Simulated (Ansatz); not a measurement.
# Phase order of Mo

Structure types of Mo are relaxed in primitive cells with their symmetry kept at 0 GPa, first on PAW files, then by LAPW. The enthalpy is E + pV at zero temperature, without zero-point motion. Only the types listed were tried, and differences under about 5 meV/atom are mesh noise. Not among the end structures: fcc, which may lie lower.

Level of theory: DFT with PBE, scalar-relativistic, in Ansatz 0.2.0; Fermi–Dirac smearing of 0.05 eV, no spin polarisation. LAPW: all electrons, basis error target 0.5 meV/atom; PAW: frozen-core files, cutoff 420 eV.

k meshes: bcc 18×18×18, hcp 17×17×9.

```
start type        ends as          a, b, c (Å)  V (Å³/atom)  H − H(lowest), LAPW (meV/atom)
       bcc     bcc, Im-3m  3.161, 3.161, 3.161        15.79                             0.0
       hcp  hcp, P6_3/mmc  2.756, 2.756, 4.898        16.12                               ?
```

Q: Give the missing entry: row "hcp", column "H − H(lowest), LAPW (meV/atom)".

A: 436.3.
